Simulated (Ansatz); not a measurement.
# SnSe₂ under strain

Computed with DFT PBE, scalar-relativistic, plane waves, PAW (Ansatz). (420 eV cutoff, 12×12×4 k-mesh, Gaussian smearing of 0.02 eV, no spin polarisation)

Starting point, cell and atoms relaxed:

```xyz
3
Lattice="3.8717 0.0000 0.0000 -1.9358 3.3530 0.0000 0.0000 0.0000 6.9711" Properties=species:S:1:pos:R:3 pbc="T T T"
Sn    0.0000    0.0000    0.0000
Se    1.9358    1.1177    5.3765
Se    0.0000    2.2353    1.5946
```

Deformation: biaxial strain in the a-b plane, with the length and tilt of c and the atoms relaxed, all within the symmetry that the strain leaves. Energies are extrapolated to zero smearing. Stress is positive in compression, on the Cartesian axes of the cell above. Gaps are Kohn–Sham gaps over the whole zone.

Strains computed: -6.0, -4.0, -2.0, +2.0, +4.0, +6.0 %.

(1) At which strain does the energy stand 82.8 meV/atom over the relaxed crystal with σxx = 7.98, σyy = 7.98, σzz = 0.00 GPa?

Results:

(1) -6.0 %. The gap there is 0.32 eV against 0.68 unstrained.